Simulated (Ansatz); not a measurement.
# In: a tetragonal deformation path

An exercise on one series of results from a longer session: the logs are not shown, and one member is left open.

Program: Ansatz 0.2.0. Level of theory: DFT PBEsol, scalar-relativistic, plane waves, PAW. These are calculated values, not measurements.

### The system as given

It takes space group I4/mmm (No. 139, tetragonal). Conventional cell: a = 3.252 Å, b = 3.252 Å, c = 4.948 Å, α = 90.00°, β = 90.00°, γ = 90.00°. In (site symmetry 4/mmm) is surrounded by 12 In at 3.25 to 3.38 Å.

Coordinates:

```cif
data_structure
_symmetry_space_group_name_H-M 'I4/mmm'
_symmetry_Int_Tables_number 139
_cell_length_a 3.2523
_cell_length_b 3.2523
_cell_length_c 4.9479
_cell_angle_alpha 90.000
_cell_angle_beta 90.000
_cell_angle_gamma 90.000
_cell_volume 52.34
loop_
_atom_site_label
_atom_site_type_symbol
_atom_site_symmetry_multiplicity
_atom_site_Wyckoff_symbol
_atom_site_fract_x
_atom_site_fract_y
_atom_site_fract_z
_atom_site_occupancy
In1 In 2 a 0.00000 0.00000 0.00000 1
```

Source of the structure: the Crystallography Open Database.

Set-up of the first run:

Input file input.yaml:

```yaml
crystal:
  lattice:
    - [-1.62615, 1.62615, 2.47395]
    - [1.62615, -1.62615, 2.47395]
    - [1.62615, 1.62615, -2.47395]
  atoms:
    - { symbol: In, position: [0.0, 0.0, 0.0] }
basis:
  ecutwfc: 420
kpoints:
  mp_grid: { grid: [8, 8, 8] }
hamiltonian:
  xc: pbesol
scf:
  occupations: { method: gaussian, width: 0.1 }
output:
  forces: true
  stress: true
  eigenvalues: true
```

Among the steps run: Quick check of gap, pressure and forces; Zero of the scan; ρ = 0.850; Point ρ = 1.200; Point ρ = 0.920; Point ρ = 1.100; At ρ = 0.960; ρ = 1.050; At ρ = 0.800; Point ρ = 1.300.

One of the session's tables, all rows but one given; the rest of the session is left out.

```
    ρ  ΔE (meV/atom)  pressure (GPa)
0.800            6.1            -1.0
0.850            1.5            -1.0
0.920            1.5            -1.0
0.960            0.7            -1.0
1.000            0.0            -1.0
1.050            1.3            -1.0
1.100            5.4            -0.9
1.200              ?               ?
1.300           62.9             0.5
```

Estimate the missing values for ρ = 1.200.

Worked estimate for «ΔE (meV/atom)». A straight line through the neighbours (1.100, 5.4) and (1.300, 62.9) gives 5.4 + (62.9 − 5.4) × (1.200 − 1.100) / (1.300 − 1.100) = 34.1; a parabola fitted to 3 rows on both sides gives 25.9.

The run gave: ΔE (meV/atom): 25.3; pressure (GPa): -0.4. In «ΔE (meV/atom)» the line misses by +8.8 and the parabola by +0.6.
